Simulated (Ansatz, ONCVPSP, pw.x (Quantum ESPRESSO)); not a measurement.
What a changed setting does to a pw.x run (sc P)

Potential: optimised norm-conserving Vanderbilt (ONCV), ONCVPSP 4.0.1.1 (patched build), PBE; core [Ne], reference 3s2 3p3; waves: 3s: rc 1.45 bohr, ncon 4, nbas 7, qcut 4.8 1/bohr, 2 projectors, debl 1.4 Ha; 3p: rc 1.95 bohr, ncon 4, nbas 8, qcut 3.4 1/bohr, 2 projectors, debl 2.6 Ha; d scattering state at 0.11 Ha: rc 1.70 bohr, ncon 4, nbas 7, qcut 5.3 1/bohr, 2 projectors, debl 3.1 Ha; local part: polynomial inside 1.15 bohr (lpopt 5, dvloc0 3 Ha); core correction: Teter function, fcfact 1.75, rcfact 1.75.

The reference run (k-mesh 13³, cutoffs 50/200 Ry, Fermi–Dirac 0.01 Ry, mixing_beta 0.4, conv_thr 1e-9, no spin) gives -0.37 GPa at 14.621 Å³/atom, where all-electron LAPW gives 0.27 GPa. This run, with its own iteration cap, changes smearing to mv.

```
&control
  calculation='scf', prefix='x', pseudo_dir='./', outdir='./tmp', tstress=.true., disk_io='none'
/
&system
  ibrav=0, nat=1, ntyp=1, ecutwfc=50, ecutrho=200, nbnd=9,
  occupations='smearing', smearing='mv', degauss=0.01
/
&electrons
  conv_thr=1e-09, mixing_beta=0.4, electron_maxstep=60
/
ATOMIC_SPECIES
P 1.0 P.UPF
CELL_PARAMETERS angstrom
  2.44526365 0.00000000 0.00000000
  0.00000000 2.44526365 0.00000000
  0.00000000 0.00000000 2.44526365
ATOMIC_POSITIONS crystal
P 0.0000 0.0000 0.0000
K_POINTS automatic
13 13 13 0 0 0
```

```bash
pw.x < P.scf.in > P.scf.out
```

Problem. How does the run end?

Solution. It converges in 6 iterations; the free energy moves by +8.0 meV/atom and the pressure by -0.18 GPa. This scheme is built to cancel the term in the square of the width that Fermi–Dirac smearing leaves in the F of a metal.

```
Message from routine setup:
     using ibrav=0 with symmetry is DISCOURAGED, use correct ibrav instead
     lattice parameter (alat)  =       4.6209  a.u.
     unit-cell volume          =      98.6674 (a.u.)^3
     number of electrons       =         5.00
     number of Kohn-Sham states=            9
     kinetic-energy cutoff     =      50.0000  Ry
     charge density cutoff     =     200.0000  Ry
     scf convergence threshold =      1.0E-09
     Exchange-correlation= PBE
     number of k points=    84  Marzari-Vanderbilt smearing, width (Ry)=  0.0100
     iteration #  1     ecut=    50.00 Ry     beta= 0.40
     total energy              =     -13.92238265 Ry
     estimated scf accuracy    <       0.00515669 Ry
     iteration #  2     ecut=    50.00 Ry     beta= 0.40
     total energy              =     -13.92253376 Ry
     estimated scf accuracy    <       0.00187277 Ry
     iteration #  3     ecut=    50.00 Ry     beta= 0.40
     total energy              =     -13.92254717 Ry
     estimated scf accuracy    <       0.00000040 Ry
     iteration #  4     ecut=    50.00 Ry     beta= 0.40
     total energy              =     -13.92254794 Ry
     estimated scf accuracy    <       0.00000016 Ry
     iteration #  5     ecut=    50.00 Ry     beta= 0.40
     total energy              =     -13.92254797 Ry
     estimated scf accuracy    <          1.2E-09 Ry
     iteration #  6     ecut=    50.00 Ry     beta= 0.40
     the Fermi energy is    11.1149 ev
!    total energy              =     -13.92254797 Ry
     estimated scf accuracy    <          2.4E-10 Ry
     smearing contrib. (-TS)   =      -0.00007260 Ry
     The total energy is F=E-TS. E is the sum of the following terms:
     one-electron contribution =       5.35482736 Ry
     hartree contribution      =       0.42256912 Ry
     xc contribution           =      -4.34944970 Ry
     ewald contribution        =     -15.35042215 Ry
     convergence has been achieved in   6 iterations
          total   stress  (Ry/bohr**3)                   (kbar)     P=       -5.52
     Message from routine punch:
     Nothing written, as per user request (disk_io='none')
```

The run took about 8.1 s on one core of a shared host (Neoverse-N1, 64 threads, 124 GiB, load 54).
